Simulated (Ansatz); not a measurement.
Input and command of a plane-wave DFT calculation in Ansatz:

```yaml
crystal:
  lattice:
    - [2.7471967063, 0.0, 0.0]
    - [-1.3735983532, 2.3791421369, 0.0]
    - [0.0, 0.0, 4.2709901427]
  atoms:
    - { symbol: Ru, position: [0.3333333333, 0.6666666667, 0.25] }
    - { symbol: Ru, position: [0.6666666667, 0.3333333333, 0.75] }
basis:
  ecutwfc: 420
kpoints:
  mp_grid: { grid: [24, 24, 12] }
hamiltonian:
  xc: pbe
scf:
  occupations: { method: gaussian, width: 0.1 }
output:
  forces: true
  stress: true
  eigenvalues: true
relax:
  adjacent_minimum: "off"
  f_tol: 0.008
  max_steps: 40
  cell: { stress_tol: 0.015, fix: [a, b, gamma] }
```

```bash
ansatz run input.yaml --threads 1 --pin off --max-ram 2560MiB --backend cpu --events-out ev --progress --plain --runs-dir out
```

Processor: Arm Neoverse V2, 1 thread, on a host shared with other jobs.

Question: How long does it run, and how much memory does it take?

Answer: About 39 s on 1 thread of Arm Neoverse V2, with other jobs on the host, peak memory 0.47 GiB. It solves 20 bands at 427 k points (the mesh reduced by the symmetry that the task leaves, which can be less than the crystal's) with about 561 plane waves (on the last cell), in 26 SCF iterations over 4 ionic steps.
